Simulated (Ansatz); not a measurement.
Results of PBE in Ansatz (plane waves, PAW) for zinc-blende AlSb.

Run with plane-wave cutoff 520 eV, 10×10×10 k mesh, Fermi–Dirac smearing 0.01 eV, scalar-relativistic PAW data made under PBE.

Energies at three volumes about the minimum:

```csv
V (Å³/atom),E − E_lowest (meV/atom)
29.550,1.93
30.153,0.00
30.756,1.79
```

Q: Fit a parabola by hand: where is the minimum, what lattice constant follows, and what is the bulk modulus?

A: Slopes: (0.00 − 1.93)/(30.153 − 29.550) = -3.201 and (1.79 − 0.00)/(30.756 − 30.153) = 2.968 meV/Å³. Curvature E″ = 2 × (2.968 − (-3.201))/(30.756 − 29.550) = 10.231 meV/Å⁶. From the middle of the first interval, the slope vanishes at V0 = 29.8515 − (-3.201)/10.231 = 30.164 Å³/atom. B = V0 E″ = 30.164 × 10.231 meV/Å³ × 0.1602 GPa per meV/Å³ = 49.4 GPa. With 8 atoms in the cube, a = (8 × 30.164)^(1/3) = 6.226 Å. The full Birch–Murnaghan fit to all volumes gives V0 = 30.153 Å³/atom and B0 = 49.3 GPa.

Measured, for comparison: bulk modulus 58.2 GPa (temperature not stated, no zero-point or thermal correction; as tabulated in Toher et al. (2017), arXiv:1611.05714); lattice constant a 6.128 Å (low temperature, thermal expansion removed or low-temperature value; zero-point expansion not removed; as tabulated in Zhang et al. (2018), doi:10.1088/1367-2630/aac7f0). Computed less measured: bulk modulus -15 %.

Ansatz is a first-principles code.
